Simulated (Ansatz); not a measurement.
**IrO₂ under strain — quadrupolar parameters**

The cell is a structure deposited in the COD, relaxed with PBE at fixed cell and then changed (z compressed by 1 %, ions relaxed).

```
CELL_PARAMETERS angstrom
4.49900 0.00000 0.00000
0.00000 4.49900 0.00000
0.00000 0.00000 3.11454
ATOMIC_POSITIONS crystal
Ir 0.00000 0.00000 0.00000
Ir 0.50000 0.50000 0.50000
O 0.30703 0.30703 0.00000
O 0.19297 0.80703 0.50000
O 0.69297 0.69297 0.00000
O 0.80703 0.19297 0.50000
```

Atoms are numbered from 1 in the order listed; like atoms form one site, named after its first atom.

All values are calculated (Ansatz; DFT, PBE, plane waves and PAW, scalar-relativistic, collinear spin, 420 eV cutoff, Γ-centred 10×10×15 k-points, Fermi–Dirac smearing 0.05 eV), not measured. Start moments as typed (μB): 1 on each Ir, none on the rest.

V_zz is the principal component of the electric field gradient with the largest magnitude, η = (V_xx − V_yy)/V_zz and C_Q = eQV_zz/h.

¹⁹¹Ir: I = 3/2, Q = 816.0 mb; ¹⁷O: I = 5/2, Q = -25.58 mb. Q values from Pyykkö, Mol. Phys. 116, 1328 (2018).

Question: Give the quadrupolar parameters of the distinct sites.

Answer: 

| site | atoms (order as listed) | first shell | V_xx, V_yy, V_zz (10²¹ V/m²) | η | C_Q (MHz) |
| --- | --- | --- | --- | --- | --- |
| Ir | 1, 2 | 6 O at 1.95–1.98 Å | 4.12, 9.89, -14.01 | 0.41 | -276 |
| O | 3, 4, 5, 6 | 3 Ir at 1.95–1.98 Å | 3.65, 5.91, -9.57 | 0.24 | 5.92 |

At O V_zz stands upright on the plane through its three neighbours (within 1°).

With no gap above 0.1 eV, as in a metal, the gradients converge slowly in k; expect changes of a tenth or more on a denser mesh. Spin–orbit coupling is left out, which shifts gradients on Ir by a few per cent in wide-gap crystals, and can shift them far more where the calculated gap is small or absent, as here. Semilocal functionals can leave a metal where correlation in the d or f shell opens a gap in the real compound, and that would change the values at and beside Ir. At this changed cell the PBE pressure is 11 GPa. The start moments die out, and the run ends without spin.
